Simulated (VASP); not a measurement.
# CdS (F-43m) in VASP: phonons with LDA

Aim: the phonons of CdS with LDA.

Program: VASP 6.6.1. These are calculated values, not measurements. Logs are shortened: lines on timing, memory, paths and dates and some standing lists are left out, and cuts for length are marked.

### Step 1. The structure

Symmetry: F-43m, No. 216, cubic system. Conventional cell: a = 5.833 Å, b = 5.833 Å, c = 5.833 Å, α = 90.00°, β = 90.00°, γ = 90.00°. Cd (site symmetry -43m) is surrounded by 4 S at 2.53 Å. Around S (site symmetry -43m) lie 4 Cd at 2.53 Å.

### Step 2. Phonons, LDA

The input, POSCAR:

```
CdS
1.0
    0.0000000000      2.9165000000      2.9165000000
    2.9165000000      0.0000000000      2.9165000000
    2.9165000000      2.9165000000      0.0000000000
Cd S
1 1
Direct
    0.0000000000      0.0000000000      0.0000000000
    0.2500000000      0.2500000000      0.2500000000
```

The input, INCAR.step1:

```
SYSTEM = CdS
PREC     = Accurate       ! precision mode
ENCUT    = 600            ! plane-wave cutoff, eV
EDIFF    = 1E-8           ! SCF threshold, eV
ISMEAR   = 0              ! smearing method
SIGMA    = 0.02           ! smearing width, eV
LREAL    = .False.        ! projectors in reciprocal space
LASPH    = .True.         ! aspherical terms in the spheres
NELM     = 60             ! most SCF steps
ALGO     = Fast           ! electronic algorithm
ISIF     = 3              ! what is computed and relaxed
LWAVE    = .False.        ! write WAVECAR
LCHARG   = .False.        ! write CHGCAR
GGA      = CA             ! functional
IBRION   = 2              ! ionic algorithm
NSW      = 40             ! ionic steps
EDIFFG   = -0.002         ! ionic threshold
```

The input, INCAR.step2:

```
SYSTEM = CdS
PREC     = Accurate       ! precision mode
ENCUT    = 600            ! plane-wave cutoff, eV
EDIFF    = 1E-8           ! SCF threshold, eV
ISMEAR   = 0              ! smearing method
SIGMA    = 0.02           ! smearing width, eV
LREAL    = .False.        ! projectors in reciprocal space
LASPH    = .True.         ! aspherical terms in the spheres
NELM     = 60             ! most SCF steps
ALGO     = Fast           ! electronic algorithm
ISIF     = 2              ! what is computed and relaxed
LWAVE    = .False.        ! write WAVECAR
LCHARG   = .False.        ! write CHGCAR
GGA      = CA             ! functional
IBRION   = 8              ! ionic algorithm
NSW      = 1              ! ionic steps
```

The input, KPOINTS:

```
regular mesh
0
Gamma
  8 8 8
  0 0 0
```

Potentials or basis: VASP PAW LDA potentials, release 64 (Cd, S).

Command:

```
$ cat potpaw_LDA.64/Cd/POTCAR potpaw_LDA.64/S/POTCAR > POTCAR
$ cp INCAR.step1 INCAR
$ mpirun -np 1 vasp_std > vasp.out
$ cp CONTCAR POSCAR
$ cp INCAR.step2 INCAR
$ mpirun -np 1 vasp_std > vasp.out
```

OUTCAR:

```text
SYSTEM = CdS
   PREC = Accurate
   ENCUT = 600
   EDIFF = 1E-8
   ISMEAR = 0
   LREAL = .False.
   LASPH = .True.
   NELM = 60
   ISIF = 2
   GGA = CA
   IBRION = 8
   NSW = 1

 ion  position               nearest neighbor table
   1  0.000  0.000  0.000-   2 2.50   2 2.50   2 2.50   2 2.50
   2  0.250  0.250  0.250-   1 2.50   1 2.50   1 2.50   1 2.50

  LATTYP: Found a face centered cubic cell.
 ALAT       =     5.7709386492

  Lattice vectors:

 A1 = (   0.0000000000,   2.8854693246,   2.8854693246)
 A2 = (   2.8854693246,   0.0000000000,   2.8854693246)
 A3 = (   2.8854693246,   2.8854693246,   0.0000000000)

Analysis of symmetry for initial positions (statically):
=====================================================================
 Subroutine PRICEL returns:
 Original cell was already a primitive cell.

 Routine SETGRP: Setting up the symmetry group for a
 face centered cubic supercell.

 Subroutine GETGRP returns: Found 24 space group operations
 (whereof 24 operations were pure point group operations)
 out of a pool of 48 trial point group operations.

The static configuration has the point symmetry T_d .

Analysis of symmetry for dynamics (positions and initial velocities):
=====================================================================
 Subroutine PRICEL returns:
 Original cell was already a primitive cell.

 Routine SETGRP: Setting up the symmetry group for a
 face centered cubic supercell.

 Subroutine GETGRP returns: Found 24 space group operations
 (whereof 24 operations were pure point group operations)
 out of a pool of 48 trial point group operations.

The dynamic configuration has the point symmetry T_d .

 Subroutine INISYM returns: Found 24 space group operations
 (whereof 24 operations are pure point group operations),
 and found     1 'primitive' translations

----------------------------------------------------------------------------------------

                                     Primitive cell

  volume of cell :      48.0484

  direct lattice vectors                    reciprocal lattice vectors
     0.000000000  2.885469325  2.885469325    -0.173282036  0.173282036  0.173282036
     2.885469325  0.000000000  2.885469325     0.173282036 -0.173282036  0.173282036
     2.885469325  2.885469325  0.000000000     0.173282036  0.173282036 -0.173282036

  length of vectors
     4.080669853  4.080669853  4.080669853     0.300133291  0.300133291  0.300133291

  position of ions in fractional coordinates (direct lattice)
     0.000000000  0.000000000  0.000000000
     0.250000000  0.250000000  0.250000000

  ion indices of the primitive-cell ions
   primitive index   ion index
                 1           1
                 2           2

----------------------------------------------------------------------------------------

 KPOINTS: regular mesh

Automatic generation of k-mesh.
 Grid dimensions read from file:
 generate k-points for:    8    8    8

 Generating k-lattice:

  Cartesian coordinates                     Fractional coordinates (reciprocal lattice)
    -0.021660255  0.021660255  0.021660255     0.125000000  0.000000000  0.000000000
     0.021660255 -0.021660255  0.021660255     0.000000000  0.125000000  0.000000000
     0.021660255  0.021660255 -0.021660255     0.000000000  0.000000000  0.125000000

  Length of vectors
     0.037516661  0.037516661  0.037516661

  Shift w.r.t. Gamma in fractional coordinates (k-lattice)
     0.000000000  0.000000000  0.000000000

 Subroutine IBZKPT returns following result:
 ===========================================

 Found     29 irreducible k-points:
[... 87 lines left out ...]

 number of electron      18.0000001 magnetization

 Free energy of the ion-electron system (eV)
  ---------------------------------------------------
  ext. energy  EPLUGINS =         0.00000000
  ---------------------------------------------------
  free energy    TOTEN  =        -7.40731384 eV

  energy without entropy =       -7.40731384  energy(sigma->0) =       -7.40731384

 E-fermi :   1.5389     XC(G=0):  -9.7325

 val. band max:        1.4139006171   @ k =   0.0000   0.0000   0.0000
 cond. band min:       2.3754912261   @ k =   0.0000   0.0000   0.0000
 fundamental gap:      0.9615906090
 Fermi energy:         1.5388755362

 k-point     1 :       0.0000    0.0000    0.0000
  band No.  band energies     occupation
      1     -11.1469      2.00000
      2      -6.4924      2.00000
      3      -6.4924      2.00000
      4      -6.4924      2.00000
      5      -5.9628      2.00000
      6      -5.9628      2.00000
      7       1.4139      2.00000
      8       1.4139      2.00000
      9       1.4139      2.00000
     10       2.3755      0.00000
     11       7.7661      0.00000
     12       7.7661      0.00000
     13       7.7661      0.00000
[... 354 lines left out ...]
  band No.  band energies     occupation
      1     -10.6003      2.00000
      2      -6.3163      2.00000
      3      -6.2713      2.00000
      4      -5.9960      2.00000
      5      -5.9340      2.00000
      6      -5.4198      2.00000
      7      -2.9898      2.00000
      8      -0.6860      2.00000
      9       0.0852      2.00000
     10       5.6999      0.00000
     11       7.0126      0.00000
     12       8.5133      0.00000
     13       9.6593      0.00000

 [... further k-points ...]

------------------------ aborting loop because EDIFF is reached ----------------------------------------

  FORCE on cell =-STRESS in cart. coord.  units (eV):
  Direction    XX          YY          ZZ          XY          YZ          ZX
  --------------------------------------------------------------------------------------
  -------------------------------------------------------------------------------------
  Total        0.0037078      0.0037078      0.0037078     -0.0000000     -0.0000000     -0.0000000
  in kB        0.1236363      0.1236363      0.1236363     -0.0000000     -0.0000000     -0.0000000
  external PRESSURE =       0.1236363 kB  Pullay stress =       0.0000000 kB

 VOLUME and BASIS-vectors are now :
 -----------------------------------------------------------------------------
  energy-cutoff  :      600.00
  volume of cell :       48.05
      direct lattice vectors                 reciprocal lattice vectors
     0.000000000  2.885469325  2.885469325    -0.173282036  0.173282036  0.173282036
     2.885469325  0.000000000  2.885469325     0.173282036 -0.173282036  0.173282036
     2.885469325  2.885469325  0.000000000     0.173282036  0.173282036 -0.173282036

 POSITION                                       TOTAL-FORCE (eV/Angst)
 -----------------------------------------------------------------------------------
      0.00000      0.00000      0.00000         0.000000      0.000000      0.000000
      1.44273      1.44273      1.44273        -0.000000     -0.000000     -0.000000
 -----------------------------------------------------------------------------------
    total drift:                               -0.000000     -0.000000     -0.000000

  FREE ENERGIE OF THE ION-ELECTRON SYSTEM (eV)
  ---------------------------------------------------
  free  energy   TOTEN  =        -7.4073138377 eV

  energy  without entropy=       -7.4073138377  energy(sigma->0) =       -7.40731384

[... ionic steps 2 to 3 ...]

--------------------------------------- Ionic step        4  -------------------------------------------

------------------------ aborting loop because EDIFF is reached ----------------------------------------

[... ionic steps 5 to 6 ...]

--------------------------------------- Ionic step        7  -------------------------------------------

 Free energy of the ion-electron system (eV)
  ---------------------------------------------------
  ---------------------------------------------------
  free energy    TOTEN  =        -0.10599530 eV

  energy without entropy =       -0.10599530

------------------------ aborting loop because EDIFF is reached ----------------------------------------

 INTERNAL STRAIN TENSOR  FOR ION    2  DIRECTION 1   (eV/Angst):
 -----------------------------------------------------------------------------
     0.01162  0.00000  0.00000
     0.00000 -0.00222 -7.16133
     0.00000 -7.16133 -0.00222

 INTERNAL STRAIN TENSOR FOR ION    2 for displacements in x,y,z  (eV/Angst):
          X           Y           Z          XY          YZ          ZX
  --------------------------------------------------------------------------------
  x     0.00000    -0.00000    -0.00000     0.00000    -7.16133     0.00000
  y    -0.00000     0.00000    -0.00000     0.00000     0.00000    -7.16133
  z    -0.00000    -0.00000     0.00000    -7.16133     0.00000     0.00000

 SECOND DERIVATIVES (NOT SYMMETRIZED)
 ------------------------------------
               1X          1Y          1Z          2X          2Y          2Z
  1X    -5.531593    0.000000    0.000000    5.531593    0.000000    0.000000
  1Y     0.000000   -5.531593    0.000000    0.000000    5.531593    0.000000
  1Z     0.000000    0.000000   -5.531593    0.000000    0.000000    5.531593
  2X     5.520180    0.000000    0.000000   -5.520180    0.000000    0.000000
  2Y     0.000000    5.520180    0.000000    0.000000   -5.520180    0.000000
  2Z     0.000000    0.000000    5.520180    0.000000    0.000000   -5.520180

 Eigenvectors and eigenvalues of the dynamical matrix
 ----------------------------------------------------

   1 f  =    7.355286 THz    46.214626 2PiTHz  245.345935 cm-1    30.419005 meV
             X         Y         Z           dx          dy          dz
      0.000000  0.000000  0.000000    -0.471489    0.000000    0.000000
      1.442735  1.442735  1.442735     0.881872    0.000000    0.000000
[... 21 lines left out ...]
   6 f/i=    0.003158 THz     0.019844 2PiTHz    0.105347 cm-1     0.013061 meV
             X         Y         Z           dx          dy          dz
      0.000000  0.000000  0.000000     0.000000    0.000000    0.881872
      1.442735  1.442735  1.442735     0.000000    0.000000    0.471489

--------------------------------------------------------------------------------------------------------

 ELASTIC MODULI CONTR FROM IONIC RELAXATION (kBar)
 Direction    XX          YY          ZZ          XY          YZ          ZX
 --------------------------------------------------------------------------------
 XX          -0.0000      0.0000      0.0000     -0.0000      0.0000      0.0000
 YY           0.0000     -0.0000     -0.0000     -0.0000     -0.0000     -0.0000
 ZZ           0.0000     -0.0000     -0.0000      0.0000     -0.0000      0.0000
 XY          -0.0000     -0.0000      0.0000   -314.0023     -0.0000      0.0000
 YZ           0.0000     -0.0000     -0.0000     -0.0000   -314.0023      0.0000
 ZX           0.0000     -0.0000      0.0000      0.0000      0.0000   -314.0023
 --------------------------------------------------------------------------------
```

Run time: 3 min. Hardware: 1 thread of Intel Xeon Platinum 8488C (Sapphire Rapids), shared host; peak memory 0.35 GiB.

What came out:

```yaml
Relaxed_volume: 24.02 Å³/atom
Relaxed_cell: a = 4.081 Å, b = 4.081 Å, c = 4.081 Å, α = 60.00°, β = 60.00°, γ = 60.00°
Space_group_after_relaxing_to_0.05_Å: F-43m (No. 216)
Highest_phonon_frequency_at_Γ_LO-TO_splitting_left_out: 245 cm⁻¹
```

Step by step:
```
step  energy change (eV)  largest force (eV/Å)  pressure (GPa)  volume (Å³)
   1              0.0000                0.0000           -2.02        49.62
   2             -0.0083                0.0000            0.95        47.40
   3             -0.0102                0.0000            0.00        48.05
```

Final structure:
```
Cd S
1.0
     0.00000    2.88547    2.88547
     2.88547    0.00000    2.88547
     2.88547    2.88547    0.00000
Cd S
1 1
Direct
  0.00000 0.00000 0.00000
  0.25000 0.25000 0.25000
```

Phonon frequencies in cm⁻¹ (negative: imaginary):
| q point | frequencies |
| --- | --- |
| (0.000, 0.000, 0.000) | 0 0 0 245 245 245 |
